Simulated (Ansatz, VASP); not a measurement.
# Nb: VASP beside Ansatz

The input INCAR:

```
SYSTEM = Nb
ALGO = Normal
EDIFF = 1E-6
EDIFFG = -0.005
ENCUT = 600
GGA = PE
IBRION = 2
ISIF = 3
ISMEAR = -1
LASPH = .TRUE.
LCHARG = .FALSE.
LREAL = .FALSE.
LWAVE = .FALSE.
NELM = 100
NSW = 45
PREC = Accurate
SIGMA = 0.05
```

File KPOINTS:

```
k-points
0
G
  17 17 17
  0 0 0
```

File POSCAR:

```
Nb
1.0
   -1.6545981160      1.6545981160      1.6545981160
    1.6545981160     -1.6545981160      1.6545981160
    1.6545981160      1.6545981160     -1.6545981160
Nb
1
Direct
    0.0000000000      0.0000000000      0.0000000000
```

Input for Ansatz:

```yaml
crystal:
  lattice:
    - [-1.654598116, 1.654598116, 1.654598116]
    - [1.654598116, -1.654598116, 1.654598116]
    - [1.654598116, 1.654598116, -1.654598116]
  atoms:
    - { symbol: Nb, position: [0.0, 0.0, 0.0] }
kpoints:
  mp_grid: { grid: [17, 17, 17] }
scf:
  occupations: { method: fermi_dirac, width: 0.05 }
hamiltonian:
  xc: pbe
  pseudopotentials:
    kind: all_electron
    lapw: { basis_error: 0.0005 }
    relativity: none
output:
  forces: true
  stress: true
  eigenvalues: true
  populations: true
relax:
  f_tol: 0.005
  max_steps: 25
  cell: {}
```

Alike in both runs: task relaxation of cell and atoms; functional PBE; k mesh 17 × 17 × 17; occupations fermi-dirac, width 0.05 eV; no spin polarisation.

```csv
,VASP,Ansatz
version,VASP 6.6.1,Ansatz 0.2.0
potentials or method,"VASP PAW PBE potentials, release 64 (Nb_sv)","all-electron LAPW, non-relativistic"
plane-wave cutoff (eV),600,see its input
```

VASP gave:

| Item | Value |
| --- | --- |
| relaxed volume (Å³/atom) | 18.09 |
| relaxed cell length with the largest relative difference (Å) | 2.864 |

**Question.** What did Ansatz give for the same quantities?

**Answer.** Relaxed volume (Å³/atom): 18.15; relaxed cell length with the largest relative difference (Å): 2.868.

Ansatz ran all-electron here, so the differences hold the error of VASP's frozen core and of both bases.
